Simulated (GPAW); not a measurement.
# BP (F-43m) in GPAW: settings compared

One crystal, BP, is run at these levels: revPBE+D3, vdW-DF, WC, revPBE, PBEint; tasks: equation of state, band structure.

All numbers are computed with GPAW 26.7.0; they aren't measurements. Logs are shortened: lines on timing, memory, paths and dates and some standing lists are left out, and cuts for length are marked. The log counts tension as positive stress, the text compression.

**Measured values to compare with.**

“Equation of state of single-crystal cubic boron phosphide”, 2014, arxiv:1407.1677 reports, for a bulk crystal of BP at 300 K: bulk modulus 179 ± 1 GPa.

The runs below are set against these values where they give the same quantity.

### 1 Starting point

Symmetry: F-43m, No. 216, cubic system. The conventional cell has a = 4.538 Å, b = 4.538 Å, c = 4.538 Å, α = 90.00°, β = 90.00°, γ = 90.00°. P (site symmetry -43m) has 4 B at 1.97 Å as nearest neighbours. B (site symmetry -43m) has 4 P at 1.97 Å as nearest neighbours.

### 2 Equation of state, revPBE+D3

run.py

```python
from ase import Atoms
from ase.calculators.mixing import SumCalculator
from ase.eos import EquationOfState
from ase.io import Trajectory
from ase.units import GPa
from dftd3.ase import DFTD3
from gpaw import GPAW, PW

atoms = Atoms(['P', 'B'],
              cell=[[0.0, 2.269, 2.269],
                    [2.269, 0.0, 2.269],
                    [2.269, 2.269, 0.0]],
              scaled_positions=[[0.75, 0.75, 0.75],
                                [0.0, 0.0, 0.0]],
              pbc=True)

traj = Trajectory('eos.traj', 'w')
volumes, energies = [], []
for x in [0.94, 0.96, 0.98, 1.0, 1.02, 1.04, 1.06]:
    a = atoms.copy()
    a.set_cell(atoms.cell * x**(1 / 3), scale_atoms=True)
    calc = GPAW(mode=PW(800),
                xc='revPBE',
                kpts={'size': (10, 10, 10), 'gamma': True},
                occupations={'name': 'fermi-dirac', 'width': 0.05},
                nbands=11,
                convergence={'density': 1e-05, 'energy': 1e-05},
                maxiter=150,
                txt=f'eos-{x:.2f}.txt')
    a.calc = SumCalculator([calc, DFTD3(method='revpbe', damping='d3zero')])
    energies.append(a.get_potential_energy())
    volumes.append(a.get_volume())
    p = -a.get_stress()[:3].mean() / GPa
    calc.write(f'eos-{x:.2f}.gpw')
    traj.write(a)
    print(f'{x:.2f} {volumes[-1]:10.4f} A^3 {energies[-1]:14.6f} eV {p:9.3f} GPa', flush=True)

v0, e0, B = EquationOfState(volumes, energies, eos='birchmurnaghan').fit()
print(f'V0 = {v0:.4f} A^3, E0 = {e0:.6f} eV, B0 = {B / GPa:.2f} GPa')
```

Potentials or basis: the program's PAW data sets (release 1.2.1) made for this functional, pw.

On the command line:

```
$ OMP_NUM_THREADS=1 python run.py
```

The program printed:

```text
__  _  _
 | _ |_)|_||  |
 |__||  | ||/\| - 26.7.0

Input parameters:
  mode=PW(ecut=800.0),
  convergence={'density': 1e-05, 'energy': 1e-05},
  kpts=MonkhorstPack(size=(10, 10, 10), gamma=True),
  maxiter=150,
  nbands=11,
  occupations=Occupations(name='fermi-dirac', width=0.05),
  xc=XC(name='revPBE')

Diagonalizing LCAO Hamiltonian
Converting LCAO to pw mode

                  P

       B

Atoms  # Å, Bohr magnetons
|   | symbol |        x |        y |        z |    initial magnetic moments |
|---|--------|----------|----------|----------|-----------------------------|
| 0 |      P | 3.334021 | 3.334021 | 3.334021 | ( 0.0000,  0.0000,  0.0000) |
| 1 |      B | 0.000000 | 0.000000 | 0.000000 | ( 0.0000,  0.0000,  0.0000) |

Unit cell  # Å
| periodic |        x |        y |        z |  lengths |    angles |
|----------|----------|----------|----------|----------|-----------|
|      yes | 0.000000 | 2.222681 | 2.222681 | 3.143345 | 60.000000 |
|      yes | 2.222681 | 0.000000 | 2.222681 | 3.143345 | 60.000000 |
|      yes | 2.222681 | 2.222681 | 0.000000 | 3.143345 | 60.000000 |

Number of symmetries: 24
Symmetry operations  # r_c * U_cc + t_c -> r_c
|    | kind |            matrix            |
|----|------|------------------------------|
|  0 |  E   |  1, 0, 0,  0, 1, 0,  0, 0, 1 |
|  1 |  σ   |  1, 0, 0,  0, 0, 1,  0, 1, 0 |
|  2 |  σ   |  1, 0,-1,  0, 1,-1,  0, 0,-1 |
|  3 |  C3  |  1, 0,-1,  0, 0,-1,  0, 1,-1 |
|  4 |  C3  |  1,-1, 0,  0,-1, 1,  0,-1, 0 |
|  5 |  σ   |  1,-1, 0,  0,-1, 0,  0,-1, 1 |
|  6 |  σ   |  0, 1, 0,  1, 0, 0,  0, 0, 1 |
|  7 |  C3  |  0, 1, 0,  0, 0, 1,  1, 0, 0 |
|  8 |  C2  |  0, 1,-1,  1, 0,-1,  0, 0,-1 |
|  9 |  S4  |  0, 1,-1,  0, 0,-1,  1, 0,-1 |
| 10 |  C3  |  0, 0, 1,  1, 0, 0,  0, 1, 0 |
| 11 |  σ   |  0, 0, 1,  0, 1, 0,  1, 0, 0 |
| 12 |  S4  |  0, 0,-1,  1, 0,-1,  0, 1,-1 |
| 13 |  C3  |  0, 0,-1,  0, 1,-1,  1, 0,-1 |
| 14 |  S4  |  0,-1, 1,  1,-1, 0,  0,-1, 0 |
| 15 |  C2  |  0,-1, 1,  0,-1, 0,  1,-1, 0 |
| 16 |  C3  |  0,-1, 0,  1,-1, 0,  0,-1, 1 |
| 17 |  S4  |  0,-1, 0,  0,-1, 1,  1,-1, 0 |
| 18 |  S4  | -1, 1, 0, -1, 0, 1, -1, 0, 0 |
| 19 |  C3  | -1, 1, 0, -1, 0, 0, -1, 0, 1 |
| 20 |  C3  | -1, 0, 1, -1, 1, 0, -1, 0, 0 |
| 21 |  S4  | -1, 0, 1, -1, 0, 0, -1, 1, 0 |
| 22 |  σ   | -1, 0, 0, -1, 1, 0, -1, 0, 1 |
| 23 |  C2  | -1, 0, 0, -1, 0, 1, -1, 1, 0 |

BZ-sampling:
  Number of BZ points: 1000
  Number of IBZ points: 47

  Monkhorst-Pack size: [10, 10, 10]
  Monkhorst-Pack shift: [0.05, 0.05, 0.05]

K-points  # in reciprocal-cell coordinates
|     |                                coordinates |     weight |
|-----|--------------------------------------------|------------|
|   0 | (  0.00000000,   0.00000000,   0.00000000) | 0.00100000 |
|   1 | (  0.10000000,   0.10000000,   0.00000000) | 0.00600000 |
|   2 | (  0.10000000,   0.10000000,   0.10000000) | 0.00800000 |
|   3 | (  0.20000000,   0.10000000,   0.10000000) | 0.01200000 |
|   4 | (  0.20000000,   0.20000000,   0.00000000) | 0.00600000 |
|   5 | (  0.20000000,   0.20000000,   0.10000000) | 0.02400000 |
|   6 | (  0.20000000,   0.20000000,   0.20000000) | 0.00800000 |
|   7 | (  0.30000000,   0.20000000,   0.10000000) | 0.02400000 |
|   8 | (  0.30000000,   0.20000000,   0.20000000) | 0.02400000 |
|   9 | (  0.30000000,   0.30000000,   0.00000000) | 0.00600000 |
| ... |                                            |            |
|  46 | (  0.50000000,   0.50000000,   0.50000000) | 0.00400000 |

Plane wave coefficients: 1158
Cutoff: 800.0 eV

Spin-components: 1 (collinear spins)
Bands:           11
Projectors:      10
Spin-degeneracy: 2
Datatype:        complex128

Parallelization:
  kpt:    1
  domain: 1
  band:   1

Density:
  Valence electrons: 8.0
  Components: 1
  Grid points: [21 21 21]
  Charge: 0.0  # |e|

Potential:
  Grid points: [21 21 21]

species:
  P:
    name:    Phosphorus
    Z:       15.0
    valence: 5
    core:    10
    charge:  0.0  # [|e|]
    compensation charges:
      type: gauss
      rc: 0.30  # [Å]
      lmax: 2
    cutoffs:
      filter: 1.69  # [Å]
      core: 1.81  # [Å]
    projectors
    | kind |    occ | energy [eV] | rcut [Å] |
    |------|--------|-------------|----------|
    |   3s |  2.000 |     -13.940 |    0.953 |
    |   3p |  3.000 |      -5.481 |    0.953 |
    |    s |        |      13.271 |    0.953 |
    |    p |        |      21.731 |    0.953 |
    |    d |        |       0.000 |    0.953 |

    Using partial waves for P as LCAO basis

  B:
    name:    Boron
    Z:       5.0
    valence: 3
    core:    2
    charge:  0.0  # [|e|]
    compensation charges:
      type: gauss
      rc: 0.20  # [Å]
      lmax: 2
    cutoffs:
      filter: 1.14  # [Å]
      core: 1.38  # [Å]
    projectors
    | kind |    occ | energy [eV] | rcut [Å] |
    |------|--------|-------------|----------|
    |   2s |  2.000 |      -9.465 |    0.635 |
    |   2p |  1.000 |      -3.568 |    0.635 |
    |    s |        |      17.746 |    0.635 |
    |    p |        |      23.644 |    0.635 |
    |    d |        |       0.000 |    0.635 |

    Using partial waves for B as LCAO basis

Reference energy: -9976.168982  # eV

eigensolver:
  PPCG
  Converge bands: occupied
  niter=2

density mixing:
  MSR1-Mixer
  Pratt-step length: 0.05
  Maximum mixing coefficient: 0.75
  Old densities: 10
  SVD Regularization: 0.005
  Good broyden scale: 1.0
  Trust region scale: 1.0
  Backstep threshold: 4.0
  History deletion threshold: 6.0
  Fourier metric: weight=20.0, sigma=0.015

occupation numbers:
  Fermi-Dirac:
    width: 0.0500  # eV

poisson solver:
  ecut: 6400.0  # eV

xc functional:
  name: revPBE with 2 nearest neighbor stencil

convergence criteria:
[... 6 lines left out ...]
|iter     | |      energy | eigst |  dens |
|---------|-|-------------|-------|-------|
|iter:   1| |  -12.840030 | +0.13 |       |
|iter:   2| |  -12.716628 | -2.14 | -0.69 |
|iter:   3| |  -12.159534 | -1.40 | -0.73 |
|iter:   4| |  -12.154054 | -2.94 | -1.43 |
|iter:   5| |  -12.154518 | -3.97 | -1.94 |
|iter:   6| |  -12.154573 | -5.46 | -2.61 |
|iter:   7| |  -12.154574c| -7.30 | -3.71 |
|iter:   8| |  -12.154574c| -8.29c| -4.26 |
|iter:   9| |  -12.154574c| -8.99c| -5.42c|

Converged in 9 steps
Energy contributions relative to reference atoms: (reference = -9976.168982)

Energy contributions:
  Kinetic:          19.333945
  Coulomb:         -16.263515
  Zero:             -0.029306
  External:          0.000000
  Xc:              -15.195697
  Entropy:          -0.000000
  Spinorbit:         0.000000
  ----------------------------
  Free energy:     -12.154574
  Extrapolated:    -12.154574

dipole moment: (-3.177760, -3.177760, -3.177760)  # |e|*Ang

Fermi level: 9.643
Eigenvalues  # (at kpt = [0.000, 0.000, 0.000])
| band index |      eig [eV] | occ [0-2] |
|------------|---------------|-----------|
|          0 |        -6.965 |     2.000 |
|          1 |         9.082 |     2.000 |
|          2 |         9.082 |     2.000 |
|          3 |         9.082 |     2.000 |
|          4 |        12.585 |     0.000 |
|          5 |        12.585 |     0.000 |
|          6 |        12.585 |     0.000 |
|          7 |        17.463 |     0.000 |
|          8 |        21.169 |     0.000 |
|          9 |        21.256 |     0.000 |
|         10 |        21.256 |     0.000 |

Gap: 1.166 eV
Transition (v -> c):
  (s=0, k=0, n=3, [0.00, 0.00, 0.00]) -> (s=0, k=24, n=4, [0.40, 0.40, 0.00])
Direct/indirect transitions are different
Direct gap: 3.504 eV
Transition at: (s=0, k=0, n=3, [0.00, 0.00, 0.00])

Stress tensor  # eV/Ang^3
|         x |         y |         z |
|-----------|-----------|-----------|
| -0.096102 | -0.000000 |  0.000000 |
| -0.000000 | -0.096102 |  0.000000 |
|  0.000000 |  0.000000 | -0.096102 |

# Writing to eos-0.94.gpw (mode='')
```

Wall time 1.7 min (1 thread of Arm Neoverse V1, shared host); peak memory 0.24 GiB.

What came out:

* Equilibrium volume: 11.65 Å³/atom
* Bulk modulus: 164 GPa
* Pressure derivative of the bulk modulus: 4.0

Energy against volume, from the lowest point:
| volume (Å³/atom) | energy (meV/atom) |
| --- | --- |
| 10.981 | 21.60 |
| 11.214 | 8.81 |
| 11.448 | 1.79 |
| 11.682 | 0.00 |
| 11.915 | 2.94 |
| 12.149 | 10.15 |
| 12.383 | 21.24 |

### 3 Band structure, vdW-DF

run.py

```python
from ase.dft.bandgap import bandgap
from ase.io import write
from ase.spacegroup import crystal
from gpaw import GPAW, PW

# P 4c
# B 4a
atoms = crystal(['P', 'B'],
                basis=[[0.25, 0.25, 0.25],
                       [0.0, 0.0, 0.0]],
                spacegroup=216, setting=1,  # F-43m
                cellpar=[4.538, 4.538, 4.538, 90.0, 90.0, 90.0],
                primitive_cell=True)

calc = GPAW(mode=PW(800),
            xc={'name': 'vdW-DF', 'backend': 'libvdwxc'},
            kpts={'size': (10, 10, 10), 'gamma': True},
            occupations={'name': 'fermi-dirac', 'width': 0.05},
            nbands=11,
            convergence={'density': 1e-05, 'energy': 1e-05},
            maxiter=150,
            txt='gpaw.txt')
atoms.calc = calc
energy = atoms.get_potential_energy()
forces = atoms.get_forces()
calc.write('gs.gpw')
write('result.traj', atoms)
print(f'Energy: {energy:.6f} eV')
print('Forces (eV/A):')
print(forces.round(4))
print('Fermi level:', round(calc.get_fermi_level(), 4), 'eV')
print(f'Gap: {bandgap(calc)[0]:.4f} eV, direct: {bandgap(calc, direct=True)[0]:.4f} eV')

path = atoms.cell.bandpath('GXWKGLUWLK,UX', npoints=80, eps=1e-4)
bs_calc = calc.fixed_density(kpts=path, symmetry='off', nbands=19,
                             convergence={'bands': 'CBM+6.0', 'eigenstates': 1e-6}, txt='bands.txt')
bs = bs_calc.band_structure()
bs.write('bs.json')
print(f'Gap on the path: {bandgap(bs_calc)[0]:.4f} eV')
```

Potentials or basis: GPAW PAW data sets (gpaw-data 1.2.1), pw.

On the command line:

```
$ OMP_NUM_THREADS=1 python run.py
```

Run time: 30 s. Hardware: 1 thread of Arm Neoverse V1, shared host; peak memory 0.23 GiB.

The run converged. Its results:

```yaml
Free_energy: -30.8496 eV
Band_gap_on_the_k_mesh: 1.48 eV, indirect (least direct gap 3.52 eV)
Band_gap_along_the_path: 1.48 eV, indirect (least direct gap 3.52 eV)
```

Levels at the corners of the path, in eV from the valence-band top:
| point | band 1 | band 2 | band 3 | band 4 | band 5 | band 6 | band 7 | band 8 |
| --- | --- | --- | --- | --- | --- | --- | --- | --- |
| Γ | -15.34 | 0.00 | 0.00 | 0.00 | 3.52 | 3.52 | 3.52 | 7.52 |
| X | -10.53 | -8.50 | -4.04 | -4.04 | 1.58 | 1.94 | 12.16 | 12.16 |
| W | -10.28 | -8.01 | -5.53 | -5.33 | 5.53 | 6.98 | 7.39 | 7.56 |
| K | -10.55 | -8.10 | -6.07 | -3.44 | 2.40 | 6.19 | 9.82 | 10.70 |
| Γ | -15.34 | 0.00 | 0.00 | 0.00 | 3.52 | 3.52 | 3.52 | 7.52 |
| L | -12.06 | -8.89 | -1.73 | -1.73 | 3.93 | 4.87 | 4.87 | 10.50 |
| U | -10.55 | -8.10 | -6.07 | -3.44 | 2.40 | 6.19 | 9.82 | 10.70 |
| W | -10.28 | -8.01 | -5.53 | -5.33 | 5.53 | 6.98 | 7.39 | 7.56 |
| L | -12.06 | -8.89 | -1.73 | -1.73 | 3.93 | 4.87 | 4.87 | 10.50 |
| K | -10.55 | -8.10 | -6.07 | -3.44 | 2.40 | 6.19 | 9.82 | 10.70 |
| U | -10.55 | -8.10 | -6.07 | -3.44 | 2.40 | 6.19 | 9.82 | 10.70 |
| X | -10.53 | -8.50 | -4.04 | -4.04 | 1.58 | 1.94 | 12.16 | 12.16 |

Caveat: the PAW data sets were made with another functional, which shifts forces and pressure a little.

### 4 Band structure, WC

run.py

```python
from ase import Atoms
from ase.dft.bandgap import bandgap
from ase.io import write
from ase.units import GPa
from gpaw import GPAW, PW, setup_paths

setup_paths.insert(0, '.')

atoms = Atoms(['P', 'B'],
              cell=[[0.0, 2.269, 2.269],
                    [2.269, 0.0, 2.269],
                    [2.269, 2.269, 0.0]],
              scaled_positions=[[0.75, 0.75, 0.75],
                                [0.0, 0.0, 0.0]],
              pbc=True)

calc = GPAW(mode=PW(800),
            xc='WC',
            kpts={'size': (10, 10, 10), 'gamma': True},
            occupations={'name': 'fermi-dirac', 'width': 0.05},
            nbands=11,
            convergence={'density': 1e-05, 'energy': 1e-05},
            maxiter=150,
            txt='gpaw.txt')
atoms.calc = calc
energy = atoms.get_potential_energy()
forces = atoms.get_forces()
stress = atoms.get_stress()
calc.write('gs.gpw')
write('result.traj', atoms)
print(f'Energy: {energy:.6f} eV')
print('Forces (eV/A):')
print(forces.round(4))
print('Stress (GPa):', (stress / GPa).round(3))
print('Fermi level:', round(calc.get_fermi_level(), 4), 'eV')
print(f'Gap: {bandgap(calc)[0]:.4f} eV, direct: {bandgap(calc, direct=True)[0]:.4f} eV')

path = atoms.cell.bandpath('GXWKGLUWLK,UX', npoints=80, eps=1e-4)
bs_calc = calc.fixed_density(kpts=path, symmetry='off', nbands=19,
                             convergence={'bands': 'CBM+6.0', 'eigenstates': 1e-6}, txt='bands.txt')
bs = bs_calc.band_structure()
bs.write('bs.json')
print(f'Gap on the path: {bandgap(bs_calc)[0]:.4f} eV')
```

Potentials or basis: PAW data sets generated in the run's folder for this functional, pw.

On the command line:

```
$ gpaw-setup -f WC B P
$ OMP_NUM_THREADS=1 python run.py
```

It took 23 s on 1 thread of Arm Neoverse V2, shared host; peak memory 0.21 GiB.

The run converged. Its results:

```yaml
Free_energy: -13.5856 eV
Pressure: -1.6 GPa
Band_gap_on_the_k_mesh: 1.16 eV, indirect (least direct gap 3.39 eV)
Band_gap_along_the_path: 1.16 eV, indirect (least direct gap 3.39 eV)
```

Levels at the corners of the path, in eV from the valence-band top:
```csv
point,band 1,band 2,band 3,band 4,band 5,band 6,band 7,band 8
Γ,-15.47,0.00,0.00,0.00,3.39,3.39,3.39,7.34
X,-10.61,-8.58,-4.12,-4.12,1.26,1.54,12.06,12.06
W,-10.32,-8.04,-5.71,-5.51,5.25,6.65,7.21,7.43
K,-10.60,-8.16,-6.27,-3.51,2.06,5.92,9.70,10.56
Γ,-15.47,0.00,0.00,0.00,3.39,3.39,3.39,7.34
L,-12.13,-9.07,-1.75,-1.75,3.73,4.67,4.67,9.99
U,-10.60,-8.16,-6.27,-3.51,2.06,5.92,9.70,10.56
W,-10.32,-8.04,-5.71,-5.51,5.25,6.65,7.21,7.43
L,-12.13,-9.07,-1.75,-1.75,3.73,4.67,4.67,9.99
K,-10.60,-8.16,-6.27,-3.51,2.06,5.92,9.70,10.56
U,-10.60,-8.16,-6.27,-3.51,2.06,5.92,9.70,10.56
X,-10.61,-8.58,-4.12,-4.12,1.26,1.54,12.06,12.06
```

### 5 Equation of state, revPBE

run.py

```python
from ase.eos import EquationOfState
from ase.io import Trajectory
from ase.spacegroup import crystal
from ase.units import GPa
from gpaw import GPAW, PW

# P 4c
# B 4a
atoms = crystal(['P', 'B'],
                basis=[[0.25, 0.25, 0.25],
                       [0.0, 0.0, 0.0]],
                spacegroup=216, setting=1,  # F-43m
                cellpar=[4.538, 4.538, 4.538, 90.0, 90.0, 90.0],
                primitive_cell=True)

traj = Trajectory('eos.traj', 'w')
volumes, energies = [], []
for x in [0.94, 0.96, 0.98, 1.0, 1.02, 1.04, 1.06]:
    a = atoms.copy()
    a.set_cell(atoms.cell * x**(1 / 3), scale_atoms=True)
    calc = GPAW(mode=PW(800),
                xc='revPBE',
                kpts={'size': (10, 10, 10), 'gamma': True},
                occupations={'name': 'fermi-dirac', 'width': 0.05},
                nbands=11,
                convergence={'density': 1e-05, 'energy': 1e-05},
                maxiter=150,
                txt=f'eos-{x:.2f}.txt')
    a.calc = calc
    energies.append(a.get_potential_energy(force_consistent=True))
    volumes.append(a.get_volume())
    p = -a.get_stress()[:3].mean() / GPa
    calc.write(f'eos-{x:.2f}.gpw')
    traj.write(a)
    print(f'{x:.2f} {volumes[-1]:10.4f} A^3 {energies[-1]:14.6f} eV {p:9.3f} GPa', flush=True)

v0, e0, B = EquationOfState(volumes, energies, eos='birchmurnaghan').fit()
print(f'V0 = {v0:.4f} A^3, E0 = {e0:.6f} eV, B0 = {B / GPa:.2f} GPa')
```

Potentials or basis: the program's PAW data sets (release 1.2.1) made for this functional, pw.

On the command line:

```
$ OMP_NUM_THREADS=1 python run.py
```

It took 75 s on 1 thread of Arm Neoverse V2, shared host; peak memory 0.23 GiB.

The run converged. Its results:

| Item | Value |
| --- | --- |
| Equilibrium volume | 11.95 Å³/atom |
| Bulk modulus | 157 GPa |
| Pressure derivative of the bulk modulus | 3.8 |

Energy against volume, from the lowest point:
```tsv
volume (Å³/atom)	energy (meV/atom)
10.981	43.77
11.214	24.31
11.448	10.88
11.682	2.95
11.915	0.00
12.149	1.59
12.383	7.31
```

(Continued in part 2 of 2.)
